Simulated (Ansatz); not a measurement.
The system is Os.

```xyz
1
Lattice="0.0000 1.9450 1.9450 1.9450 0.0000 1.9450 1.9450 1.9450 0.0000" Properties=species:S:1:pos:R:3 pbc="T T T"
Os    0.0000    0.0000    0.0000
```

This isn't the form of Os at room conditions, which is hcp.

* Program: Ansatz 0.2.0
* Task: single point
* Functional: PBE
* Potentials or basis: Ansatz PAW
* Cutoff: 420 eV (not typed: the program's choice for these potentials)
* k mesh: 12 × 12 × 12
* Occupations: fermi-dirac, width 0.05 eV
* Spin: no spin polarisation

On this cell: pressure -10.0 GPa; band gap on the k mesh none (metal or under the smearing width).

The same run follows on a disturbed copy (cell strained at random at fixed volume):

```
CELL_PARAMETERS angstrom
0.03202 1.94743 1.94431
1.93066 0.01867 1.95766
1.95368 1.98379 -0.00434
ATOMIC_POSITIONS crystal
Os 0.98977 0.99974 0.99869
```

Q: What does the disturbed cell give?

A: The energy (extrapolated to zero smearing) moves by +15.4 meV/atom; pressure -9.6 GPa; band gap on the k mesh none (metal or under the smearing width).

Stress tensor (GPa, compression positive):
```
 -6.33  -9.06  -1.47
 -9.06 -11.22   2.67
 -1.47   2.67 -11.26
```
